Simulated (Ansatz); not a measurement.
# Cobalt, bcc under revPBE: ground state and equation of state, part 2 of 2

What does revPBE give for cobalt in the bcc structure? We relax it, solve it on a dense k-mesh, then scale the cell to 7 volumes from 88 to 112 % of the relaxed one and try a fit of the equation of state. The start is ferromagnetic. The k-meshes are 16×16×16 for the relaxation; 25×25×25 for the dense run; 17×17×17 for the volumes.

Ansatz 0.2.0; DFT, revPBE, plane waves (420 eV) with PAW, scalar-relativistic. Earlier steps stand in the parts before.

## Step 3: The energy on a finer k-mesh

This is Co in the bcc structure; at room conditions it is hcp.

Contents of input.yaml:

```yaml
crystal:
  lattice:
    - [-1.4159419443, 1.4159419443, 1.4159419443]
    - [1.4159419443, -1.4159419443, 1.4159419443]
    - [1.4159419443, 1.4159419443, -1.4159419443]
  atoms:
    - { symbol: Co, position: [0.0, 0.0, 0.0], spin: 1.879 }
hamiltonian:
  xc: revpbe
  pseudopotentials:
    kind: paw
    azcp:
      Co: "pseudopotentials/Co.paw.azcp"
basis:
  ecutwfc: 420
  fft_grid_basis: typed
kpoints:
  mp_grid: { grid: [25, 25, 25], shift: [0, 0, 0] }
magnetization:
  spin_polarized: true
scf:
  occupations: { method: fermi_dirac, width: 0.05 }
output:
  write_density: true
  write_potential: true
  elf: true
  volumetric_format: npy
```

Standard output (excerpt; [...] marks lines left out):

```text
Warning: RAYON_NUM_THREADS=2 ignored (pool sized by the plan → 2); use --threads N
[...]
Pseudopotentials: kind: paw
Pseudopotential: Co, paw, valence charge 17, recommended cutoff 420 eV (normal), <dir>
Functional definition: revPBE
[...]
Crystal: 1 atoms, lattice volume = 11.355 Å³
Basis set: ecut = 420 eV, 225 PW (Γ)
Bands: 14, of which v1, the nominal top of the filled ones, is band 9 counted from 1 (8 counted from 0)
Symmetry: 48 space group operations
[...]
Spin contamination: 0.0325 ħ² per cell (⟨S²⟩ above its minimum at these occupations)
Per-site moments (μB) at R_I (Å): [(1.8681184032521692, 1.0116493975893779)]
Free energy (F): -5129.564716 eV
[...]
E sigma→0 (E₀):  -5129.558533 eV
Entropy (-TS):   -0.012367 eV (-12.367 meV/atom)
Fermi energy:    18.183524 eV
[...]
--- Band table (eV; the first three rows and the last of 910) ---
  k-point 0 ↑: bands = ["-78.4881", "-41.5267", "-41.5267", "-41.5267", "9.0254", "15.1033", "15.1033", "15.1033", "16.1072", "16.1072", "42.8190", "42.8190", "42.8190", "47.6254"]
[...]
```

Wall time 3.7 s (2 threads of an x86-64 CPU, shared host); peak memory 0.44 GiB.

Axes a, b and c in the maps are those of this run's conventional cell (a, b, c = 2.832, 2.832, 2.832 Å).

Density in a lattice plane of the grid's cell (edges 2.83 and 2.83 Å, at 0.000 of the third edge), which holds Co. It is the smooth density of the valence electrons, not physical close to the nuclei.

Ten even steps from ' ' (0.24 e/Å³) to '@' (56.97 e/Å³):
```
##**==::..                              ..::==**
====--..                                  ..::==
::....                                      ....
                                                
                                                
                                                
                                                
                                                
                                                
                                                
                                                
                                                
                                                
                                                
                                                
                                                
::....                                      ....
====::..                                  ..--==
##**==::..                              ..::==**
@@%%++--..                              ..--++%%
```
Columns run along the first of these edges and rows up along the second, over one cell in 24 and 20 even steps from the bottom left corner. Atoms in the plane (fractional): Co at (0.00, 0.00).

Spin density (up less down) in a lattice plane of the grid's cell (edges 2.83 and 2.83 Å, at 0.000 of the third edge), which holds Co.

Ten even steps from ' ' (-0.02 e/Å³) to '@' (8.32 e/Å³):
```
##**==::..                              ..::==**
==--::..                                  ..::--
::....                                      ....
                                                
                                                
                                                
                                                
                                                
                                                
                                                
                                                
                                                
                                                
                                                
                                                
                                                
::....                                      ....
==--::..                                  ..::--
##**==::..                              ..::==**
@@%%++::..                              ..::++%%
```
Columns run along the first of these edges and rows up along the second, over one cell in 24 and 20 even steps from the bottom left corner. Atoms in the plane (fractional): Co at (0.00, 0.00).

## Step 4: Equation of state: 88 %

Contents of input.yaml:

```yaml
crystal:
  lattice:
    - [-1.3568744697, 1.3568744697, 1.3568744697]
    - [1.3568744697, -1.3568744697, 1.3568744697]
    - [1.3568744697, 1.3568744697, -1.3568744697]
  atoms:
    - { symbol: Co, position: [0.0, 0.0, 0.0], spin: 1.868 }
hamiltonian:
  xc: revpbe
  pseudopotentials:
    kind: paw
    azcp:
      Co: "pseudopotentials/Co.paw.azcp"
basis:
  ecutwfc: 420
  fft_grid_basis: typed
kpoints:
  mp_grid: { grid: [17, 17, 17], shift: [0, 0, 0] }
magnetization:
  spin_polarized: true
scf:
  occupations: { method: fermi_dirac, width: 0.05 }
  lower_state_search: "off"
output:
  stress: true
```

Standard output (excerpt; [...] marks lines left out):

```text
Warning: RAYON_NUM_THREADS=2 ignored (pool sized by the plan → 2); use --threads N
[...]
[... 3 set-up lines as earlier in the session ...]
[...]
Crystal: 1 atoms, lattice volume = 9.993 Å³
Basis set: ecut = 420 eV, 201 PW (Γ)
Bands: 14, of which v1, the nominal top of the filled ones, is band 9 counted from 1 (8 counted from 0)
[... 1 set-up line as earlier in the session ...]
[...]
Spin contamination: 0.0249 ħ² per cell (⟨S²⟩ above its minimum at these occupations)
Per-site moments (μB) at R_I (Å): [(1.7639053095282209, 0.9694474024180593)]
Free energy (F): -5129.444495 eV
[...]
E sigma→0 (E₀):  -5129.438597 eV
Entropy (-TS):   -0.011796 eV (-11.796 meV/atom)
Fermi energy:    21.107087 eV
[...]
--- Stress (GPa, compression-positive) ---
       32.572215      -0.000000       0.000000
       -0.000000      32.572215       0.000000
       -0.000000      -0.000000      32.572215
  P = ⅓ Tr σ = 32.5722 GPa (325.722 kbar)
```

Run time: 1.3 s. Hardware: 2 threads of an x86-64 CPU, shared host; peak memory 0.32 GiB.

## Step 5: Equation of state: 92 %

Changes to input.yaml since step 4:

```diff
@@ -2,5 +2,5 @@
   lattice:
-    - [-1.3568744697, 1.3568744697, 1.3568744697]
-    - [1.3568744697, -1.3568744697, 1.3568744697]
-    - [1.3568744697, 1.3568744697, -1.3568744697]
+    - [-1.3771293136, 1.3771293136, 1.3771293136]
+    - [1.3771293136, -1.3771293136, 1.3771293136]
+    - [1.3771293136, 1.3771293136, -1.3771293136]
   atoms:
@@ -25 +25,5 @@
   stress: true
+  write_density: true
+  write_potential: true
+  elf: true
+  volumetric_format: npy
```

Standard output (excerpt; [...] marks lines left out):

```text
Warning: RAYON_NUM_THREADS=2 ignored (pool sized by the plan → 2); use --threads N
[...]
[... 3 set-up lines as earlier in the session ...]
[...]
Crystal: 1 atoms, lattice volume = 10.447 Å³
Basis set: ecut = 420 eV, 201 PW (Γ)
Bands: 14, of which v1, the nominal top of the filled ones, is band 9 counted from 1 (8 counted from 0)
[... 1 set-up line as earlier in the session ...]
[...]
Entropy (-TS):   -0.011722 eV (-11.722 meV/atom)
Fermi energy:    20.048929 eV
[...]
--- Stress (GPa, compression-positive) ---
       19.124771      -0.000000      -0.000000
        0.000000      19.124771       0.000000
        0.000000       0.000000      19.124771
  P = ⅓ Tr σ = 19.1248 GPa (191.248 kbar)
--- Band table (eV; the first three rows and the last of 330) ---
  k-point 0 ↑: bands = ["-76.6378", "-39.6236", "-39.6236", "-39.6236", "10.3932", "16.8575", "16.8575", "16.8575", "18.0453", "18.0453", "45.5045", "45.5045", "45.5045", "50.8900"]
[...]
```

Run time: 1.7 s. Hardware: 2 threads of an x86-64 CPU, shared host; peak memory 0.33 GiB.

## Step 6: Equation of state: 96 %

Changes to input.yaml since step 5:

```diff
@@ -2,5 +2,5 @@
   lattice:
-    - [-1.3771293136, 1.3771293136, 1.3771293136]
-    - [1.3771293136, -1.3771293136, 1.3771293136]
-    - [1.3771293136, 1.3771293136, -1.3771293136]
+    - [-1.3968052478, 1.3968052478, 1.3968052478]
+    - [1.3968052478, -1.3968052478, 1.3968052478]
+    - [1.3968052478, 1.3968052478, -1.3968052478]
   atoms:
```

Standard output (excerpt; [...] marks lines left out):

```text
Warning: RAYON_NUM_THREADS=2 ignored (pool sized by the plan → 2); use --threads N
[...]
[... 3 set-up lines as earlier in the session ...]
[...]
Crystal: 1 atoms, lattice volume = 10.901 Å³
Basis set: ecut = 420 eV, 201 PW (Γ)
Bands: 14, of which v1, the nominal top of the filled ones, is band 9 counted from 1 (8 counted from 0)
[... 1 set-up line as earlier in the session ...]
[...]
E sigma→0 (E₀):  -5129.549317 eV
Entropy (-TS):   -0.011836 eV (-11.836 meV/atom)
Fermi energy:    19.077799 eV
[...]
--- Stress (GPa, compression-positive) ---
        8.161189      -0.000000       0.000000
       -0.000000       8.161189       0.000000
        0.000000      -0.000000       8.161189
  P = ⅓ Tr σ = 8.1612 GPa (81.612 kbar)
--- Band table (eV; the first three rows and the last of 330) ---
  k-point 0 ↑: bands = ["-77.5861", "-40.6010", "-40.6010", "-40.6010", "9.6812", "15.9585", "15.9585", "15.9585", "17.0466", "17.0466", "44.1176", "44.1176", "44.1176", "49.2011"]
[...]
```

Run time: 1.7 s. Hardware: 2 threads of an x86-64 CPU, shared host; peak memory 0.34 GiB.

## Step 7: Equation of state: 100 %

Changes to input.yaml since step 6:

```diff
@@ -2,5 +2,5 @@
   lattice:
-    - [-1.3968052478, 1.3968052478, 1.3968052478]
-    - [1.3968052478, -1.3968052478, 1.3968052478]
-    - [1.3968052478, 1.3968052478, -1.3968052478]
+    - [-1.4159419443, 1.4159419443, 1.4159419443]
+    - [1.4159419443, -1.4159419443, 1.4159419443]
+    - [1.4159419443, 1.4159419443, -1.4159419443]
   atoms:
@@ -25,5 +25 @@
   stress: true
-  write_density: true
-  write_potential: true
-  elf: true
-  volumetric_format: npy
```

Standard output (excerpt; [...] marks lines left out):

```text
Warning: RAYON_NUM_THREADS=2 ignored (pool sized by the plan → 2); use --threads N
[...]
[... 3 set-up lines as earlier in the session ...]
[...]
Crystal: 1 atoms, lattice volume = 11.355 Å³
Basis set: ecut = 420 eV, 225 PW (Γ)
Bands: 14, of which v1, the nominal top of the filled ones, is band 9 counted from 1 (8 counted from 0)
[... 1 set-up line as earlier in the session ...]
[...]
Spin contamination: 0.0328 ħ² per cell (⟨S²⟩ above its minimum at these occupations)
Per-site moments (μB) at R_I (Å): [(1.840060629286832, 1.0116493975893779)]
Free energy (F): -5129.565519 eV
[...]
E sigma→0 (E₀):  -5129.559355 eV
Entropy (-TS):   -0.012327 eV (-12.327 meV/atom)
Fermi energy:    18.182281 eV
[...]
--- Stress (GPa, compression-positive) ---
       -0.541846      -0.000000      -0.000000
       -0.000000      -0.541846      -0.000000
        0.000000      -0.000000      -0.541846
  P = ⅓ Tr σ = -0.5418 GPa (-5.418 kbar)
```

Wall time 1.3 s (2 threads of an x86-64 CPU, shared host); peak memory 0.33 GiB.

## Step 8: Equation of state: 104 %

Changes to input.yaml since step 7:

```diff
@@ -2,5 +2,5 @@
   lattice:
-    - [-1.4159419443, 1.4159419443, 1.4159419443]
-    - [1.4159419443, -1.4159419443, 1.4159419443]
-    - [1.4159419443, 1.4159419443, -1.4159419443]
+    - [-1.4345748961, 1.4345748961, 1.4345748961]
+    - [1.4345748961, -1.4345748961, 1.4345748961]
+    - [1.4345748961, 1.4345748961, -1.4345748961]
   atoms:
```

Standard output (excerpt; [...] marks lines left out):

```text
Warning: RAYON_NUM_THREADS=2 ignored (pool sized by the plan → 2); use --threads N
[...]
[... 3 set-up lines as earlier in the session ...]
[...]
Crystal: 1 atoms, lattice volume = 11.809 Å³
Basis set: ecut = 420 eV, 225 PW (Γ)
Bands: 14, of which v1, the nominal top of the filled ones, is band 9 counted from 1 (8 counted from 0)
[... 1 set-up line as earlier in the session ...]
[...]
Spin contamination: 0.0353 ħ² per cell (⟨S²⟩ above its minimum at these occupations)
Per-site moments (μB) at R_I (Å): [(1.866455966291655, 1.024962100514568)]
Free energy (F): -5129.553994 eV
[...]
E sigma→0 (E₀):  -5129.547547 eV
Entropy (-TS):   -0.012895 eV (-12.895 meV/atom)
Fermi energy:    17.352107 eV
[...]
--- Stress (GPa, compression-positive) ---
       -7.279979      -0.000000      -0.000000
       -0.000000      -7.279979       0.000000
        0.000000      -0.000000      -7.279979
  P = ⅓ Tr σ = -7.2800 GPa (-72.800 kbar)
```

It took 1.4 s on 2 threads of an x86-64 CPU, shared host; peak memory 0.33 GiB.

## Step 9: Equation of state: 108 %

Changes to input.yaml since step 8:

```diff
@@ -2,5 +2,5 @@
   lattice:
-    - [-1.4345748961, 1.4345748961, 1.4345748961]
-    - [1.4345748961, -1.4345748961, 1.4345748961]
-    - [1.4345748961, 1.4345748961, -1.4345748961]
+    - [-1.452736, 1.452736, 1.452736]
+    - [1.452736, -1.452736, 1.452736]
+    - [1.452736, 1.452736, -1.452736]
   atoms:
@@ -25 +25,5 @@
   stress: true
+  write_density: true
+  write_potential: true
+  elf: true
+  volumetric_format: npy
```

Standard output (excerpt; [...] marks lines left out):

```text
Warning: RAYON_NUM_THREADS=2 ignored (pool sized by the plan → 2); use --threads N
[...]
[... 3 set-up lines as earlier in the session ...]
[...]
Crystal: 1 atoms, lattice volume = 12.264 Å³
Basis set: ecut = 420 eV, 225 PW (Γ)
Bands: 14, of which v1, the nominal top of the filled ones, is band 9 counted from 1 (8 counted from 0)
[... 1 set-up line as earlier in the session ...]
[...]
Entropy (-TS):   -0.013041 eV (-13.041 meV/atom)
Fermi energy:    16.581736 eV
[...]
--- Stress (GPa, compression-positive) ---
      -12.548633      -0.000000       0.000000
       -0.000000     -12.548633      -0.000000
       -0.000000       0.000000     -12.548633
  P = ⅓ Tr σ = -12.5486 GPa (-125.486 kbar)
--- Band table (eV; the first three rows and the last of 330) ---
  k-point 0 ↑: bands = ["-80.0463", "-43.1237", "-43.1237", "-43.1237", "7.8859", "13.6272", "13.6272", "13.6272", "14.4604", "14.4604", "40.4779", "40.4779", "40.4779", "44.7971"]
[...]
```

Wall time 1.9 s (2 threads of an x86-64 CPU, shared host); peak memory 0.34 GiB.

## Step 10: Equation of state: 112 %

Changes to input.yaml since step 9:

```diff
@@ -2,5 +2,5 @@
   lattice:
-    - [-1.452736, 1.452736, 1.452736]
-    - [1.452736, -1.452736, 1.452736]
-    - [1.452736, 1.452736, -1.452736]
+    - [-1.4704540388, 1.4704540388, 1.4704540388]
+    - [1.4704540388, -1.4704540388, 1.4704540388]
+    - [1.4704540388, 1.4704540388, -1.4704540388]
   atoms:
```

Standard output (excerpt; [...] marks lines left out):

```text
Warning: RAYON_NUM_THREADS=2 ignored (pool sized by the plan → 2); use --threads N
[...]
[... 3 set-up lines as earlier in the session ...]
[...]
Crystal: 1 atoms, lattice volume = 12.718 Å³
Basis set: ecut = 420 eV, 249 PW (Γ)
Bands: 14, of which v1, the nominal top of the filled ones, is band 9 counted from 1 (8 counted from 0)
[... 1 set-up line as earlier in the session ...]
[...]
Entropy (-TS):   -0.013471 eV (-13.471 meV/atom)
Fermi energy:    15.866285 eV
[...]
--- Stress (GPa, compression-positive) ---
      -16.672278      -0.000000      -0.000000
       -0.000000     -16.672278      -0.000000
       -0.000000       0.000000     -16.672278
  P = ⅓ Tr σ = -16.6723 GPa (-166.723 kbar)
--- Band table (eV; the first three rows and the last of 330) ---
  k-point 0 ↑: bands = ["-80.7587", "-43.8510", "-43.8510", "-43.8510", "7.3801", "12.9514", "12.9514", "12.9514", "13.7135", "13.7135", "39.4117", "39.4117", "39.4117", "43.5133"]
[...]
```

Run time: 1.8 s. Hardware: 2 threads of an x86-64 CPU, shared host; peak memory 0.35 GiB.

## Step 11: Fitting the volumes

All volumes keep the relaxed shape and fractional coordinates.

```csv
V (Å³/atom),E − E₀ (meV/atom),P from the stress (GPa),P from the fit (GPa),largest moment (μB)
9.993,120.7,32.57,33.01,1.76
10.447,48.1,19.12,19.01,1.80
10.901,10.0,8.16,8.04,1.82
11.355,0.0,-0.54,-0.57,1.84
11.809,11.8,-7.28,-7.33,1.87
12.264,40.3,-12.55,-12.64,1.90
12.718,82.2,-16.67,-16.79,1.93
```

A third-order Birch-Murnaghan fit gives V₀ = 11.322 Å³/atom, B₀ = 193 GPa and B₀′ = 5.0; it misses no point by more than 0.19 meV/atom.

## Step 12: Outcome

The summary covers parts 1 to 2.

| quantity | value |
| --- | --- |
| space group (spins left aside) | Im-3m (No. 229) |
| conventional cell | a = 2.832 Å |
| volume | 11.355 Å³/atom |
| shortest distance | 2.452 Å |
| gap on the mesh | none (levels filled in part) |
| magnetic state | ferromagnetic, up to 1.87 μB per atom |
| relative to hcp, ferromagnetic | +76 meV/atom |
| V₀, B₀, B₀′ | 11.322 Å³/atom, 193 GPa, 5.0 |

**Reading.** The relaxation enlarged the cell by 2.5 % in volume. Against the reference form of cobalt (hcp, ferromagnetic, computed apart with the same settings) it stands 76 meV/atom higher. The final state is ferromagnetic (largest moment 1.87 μB). Levels at the Fermi energy are filled in part, as in a metal. B₀ comes out at 193 GPa. Relaxation kept the symmetry; phonons were not checked.
